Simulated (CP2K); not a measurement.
A run of CP2K 2026.2 is set up as follows.

The input al_scf.inp:

```
&GLOBAL
  PROJECT al_scf
  RUN_TYPE ENERGY_FORCE
  PRINT_LEVEL LOW
&END GLOBAL
&FORCE_EVAL
  METHOD QS
  STRESS_TENSOR ANALYTICAL
  &DFT
    BASIS_SET_FILE_NAME BASIS_MOLOPT_UZH
    POTENTIAL_FILE_NAME POTENTIAL_UZH
    &MGRID
      CUTOFF 450
      REL_CUTOFF 60
      NGRIDS 4
    &END MGRID
    &QS
      METHOD GPW
      EPS_DEFAULT 1.0E-10
    &END QS
    &KPOINTS
      SCHEME MONKHORST-PACK 11 11 11
      GAMMA_CENTERED T
      SYMMETRY T
      SYMMETRY_BACKEND SPGLIB
    &END KPOINTS
    &SCF
      SCF_GUESS ATOMIC
      EPS_SCF 1.0E-6
      MAX_SCF 100
      ADDED_MOS 8
      CHOLESKY OFF
      EPS_EIGVAL 1.0E-7
      &DIAGONALIZATION ON
        ALGORITHM STANDARD
      &END DIAGONALIZATION
      &MIXING ON
        METHOD BROYDEN_MIXING
        ALPHA 0.4
        BETA 1.5
        NBUFFER 8
      &END MIXING
      &SMEAR ON
        METHOD GAUSSIAN
        SIGMA [eV] 0.05
      &END SMEAR
    &END SCF
    &XC
      &XC_FUNCTIONAL
        &GGA_X_RPBE
        &END GGA_X_RPBE
        &GGA_C_PBE
        &END GGA_C_PBE
      &END XC_FUNCTIONAL
    &END XC
    &PRINT
      &KPOINTS ON
      &END KPOINTS
      &MULLIKEN ON
      &END MULLIKEN
      &MO ON
        ENERGIES T
        OCCUPATION_NUMBERS T
        &EACH
          QS_SCF 0
        &END EACH
        ADD_LAST NUMERIC
      &END MO
      &LOWDIN ON
      &END LOWDIN
      &HIRSHFELD ON
        SHAPE_FUNCTION DENSITY
      &END HIRSHFELD
    &END PRINT
  &END DFT
  &SUBSYS
    &CELL
      A 2.8635066922 0.0000000000 0.0000000000
      B 1.4317533461 2.4798695393 0.0000000000
      C 1.4317533461 0.8266231798 2.3380434236
      PERIODIC XYZ
    &END CELL
    &COORD
      SCALED
      Al  0.0000000000 0.0000000000 0.0000000000
    &END COORD
    &KIND Al
      BASIS_SET TZVP-MOLOPT-PBE-GTH-q3
      POTENTIAL GTH-PBE-q3
    &END KIND
    &PRINT
      &ATOMIC_COORDINATES ON
      &END ATOMIC_COORDINATES
      &CELL ON
      &END CELL
    &END PRINT
  &END SUBSYS
  &PRINT
    &FORCES ON
    &END FORCES
    &STRESS_TENSOR ON
    &END STRESS_TENSOR
  &END PRINT
&END FORCE_EVAL
```

Potentials or basis: POTENTIAL_UZH Al GTH-PBE-q3; TZVP-MOLOPT-PBE-GTH basis.

Command:

```bash
$ OMP_NUM_THREADS=1 cp2k.psmp -i al_scf.inp -o al_scf.out
```

Problem. What does it give for the band gap on the k mesh?

Solution. None (metal or under the smearing width).

Problem. Estimate the pressure.

Solution. -0.8 GPa.

Caveat: the potentials were made for another functional, which shifts forces and pressure; the basis of atomic orbitals isn't converged, which shifts pressures, moduli and gaps.
